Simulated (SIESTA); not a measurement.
Ag:

```
Ag
1.0
     2.93000    0.00000    0.00000
    -1.46500    2.53745    0.00000
     0.00000    0.00000    4.79000
Ag
2
Direct
  0.66667 0.33333 0.75000
  0.33333 0.66667 0.25000
```

This isn't the form of Ag at room conditions, which is fcc.

```yaml
Program: SIESTA 5.4.2
Task: single point
Functional: PBEsol
Potentials_or_basis: PseudoDojo 0.4 standard (PBEsol files)
Basis: DZP (energy shift 0.003 Ry; two zetas on semicore shells)
Grid_cutoff: 800 Ry
Energy_shift: 0.003 Ry
k_mesh: 10 × 10 × 6
Occupations: fermi-dirac, width 0.05 eV
Spin: no spin polarisation
```

On this cell: pressure -6.1 GPa; largest force under 0.003 eV/Å; band gap on the k mesh none (metal or under the smearing width).

The same run follows on a disturbed copy (atoms moved at random, drawn with an rms of 0.05 Å):

```
CELL_PARAMETERS angstrom
2.93000 0.00000 0.00000
-1.46500 2.53745 0.00000
0.00000 0.00000 4.79000
ATOMIC_POSITIONS crystal
Ag 0.68483 0.35008 0.74689
Ag 0.33791 0.67266 0.25057
```

Task: What changes?

Result: The energy (extrapolated to zero smearing) moves by +0.7 meV/atom; pressure -6.1 GPa; largest force 0.101 eV/Å; band gap on the k mesh none (metal or under the smearing width).

Forces on the atoms (eV/Å):
```
Ag  -0.024 -0.028  0.093
Ag   0.025  0.027 -0.094
```

Stress tensor (GPa, compression positive):
```
-5.61  0.16 -0.01
 0.16 -5.97 -0.01
-0.01 -0.01 -6.73
```

Caveats: short orbitals over semicore shells can move pressures by several GPa; the basis of atomic orbitals isn't converged, which shifts pressures, moduli and gaps.
